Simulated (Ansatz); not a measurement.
Set up this calculation in Ansatz 0.2.0, as the native input.

- Task: atomic charges
- Functional: revPBE
- Dispersion: D4
- Potentials or basis: PseudoDojo standard (PBE files)
- Cutoff: 1088 eV (not typed: the program's choice for these potentials)
- k mesh: 12 × 12 × 12
- Occupations: fixed
- Spin: spin-orbit coupling, no magnetisation
- Hubbard terms: Mo d U = 1 eV
- Hubbard projectors: all-electron-atomic
- Double counting: fll

The system is Si2Mo.

```xyz
3
Lattice="-1.6000 1.6000 3.9305 1.6000 -1.6000 3.9305 1.6000 1.6000 -3.9305" Properties=species:S:1:pos:R:3 pbc="T T T"
Mo    0.0000    0.0000    0.0000
Si    0.0000    0.0000    5.2433
Si    0.0000    0.0000    2.6177
```

One way to write it, as run:

input.yaml

```yaml
crystal:
  lattice:
    - [-1.6, 1.6, 3.9305]
    - [1.6, -1.6, 3.9305]
    - [1.6, 1.6, -3.9305]
  atoms:
    - { symbol: Mo, position: [0.0, 0.0, 0.0] }
    - { symbol: Si, position: [0.667, 0.667, 0.0] }
    - { symbol: Si, position: [0.333, 0.333, 0.0] }
hamiltonian:
  xc: revpbe
  pseudopotentials: { kind: nc_fr }
  dispersion: d4
  hubbard:
    sites: [{ species: Mo, l: d, u_eff: 1.0 }]
    projectors: all-electron-atomic
    double_counting: fll
magnetization:
  noncollinear: true
  spin_orbit: true
kpoints:
  mp_grid: { grid: [12, 12, 12] }
scf:
  occupations: { method: fixed }
output:
  forces: true
  stress: true
  eigenvalues: true
  bader: false
  populations: true
  write_density: true
  write_potential: true
  elf: true
  volumetric_format: npy
```

Potentials or basis: PseudoDojo standard (PBE files).

The run is started by

```bash
$ ansatz run input.yaml --threads 2 --pin off --max-ram 5120MiB --backend cpu --events-out ev --progress --plain --runs-dir out
```

It gave:

```yaml
Pressure: -9.3 GPa
Largest_force: 0.480 eV/Å
Band_gap_on_the_k_mesh: none (metal or under the smearing width)
```

Caveat: the potentials were made for another functional, which shifts forces and pressure; U without spin polarisation on a metal has little footing; pairwise dispersion overbinds metals, which lowers pressure and volume; the U is typed as a test and isn't derived for this compound.

Wall time 110 s on 2 threads of Arm Neoverse V2, with other jobs on the host, peak memory 2.3 GiB.
